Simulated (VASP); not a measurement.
A run of VASP 6.6.1 is set up as follows.

INCAR

```
SYSTEM = Cu
PREC = Accurate
ENCUT = 520
EDIFF = 1E-7
ISMEAR = 0
SIGMA = 0.1
LREAL = .False.
LASPH = .True.
NELM = 80
ALGO = Normal
ISIF = 3
LWAVE = .False.
LCHARG = .False.
GGA = PE
IBRION = 2
NSW = 80
EDIFFG = -0.002
```

File KPOINTS:

```
Automatic mesh
0
Gamma
  28 28 28
  0 0 0
```

File POSCAR:

```
Cu
1.0
    0.0000000000      1.8075000000      1.8075000000
    1.8075000000      0.0000000000      1.8075000000
    1.8075000000      1.8075000000      0.0000000000
Cu
1
Direct
    0.0000000000      0.0000000000      0.0000000000
```

Potentials or basis: VASP PAW PBE potentials, release 64 (Cu).

Launch:

```sh
$ cat potpaw_PBE.64/Cu/POTCAR > POTCAR
$ mpirun -np 1 vasp_std > vasp.out
```

Question: Predict the space group after relaxing (to 0.05 Å).

Answer: Fm-3m (No. 225).

Question: Predict the relaxed cell.

Answer: a = 2.569 Å, b = 2.569 Å, c = 2.569 Å, α = 60.00°, β = 60.00°, γ = 60.00°.

Question: Predict the band gap on the k mesh.

Answer: None (metal or under the smearing width).

Question: Estimate the relaxed volume.

Answer: 11.99 Å³/atom.

Step by step:
```tsv
step	energy change (eV)	largest force (eV/Å)	pressure (GPa)	volume (Å³)
1	0.0000	0.0000	2.26	11.81
2	-0.0009	0.0000	-1.19	12.10
3	-0.0013	0.0000	0.02	11.99
```

PBE usually gives volumes a little too large and moduli too small. Zero-point motion and thermal expansion aren't in these numbers.
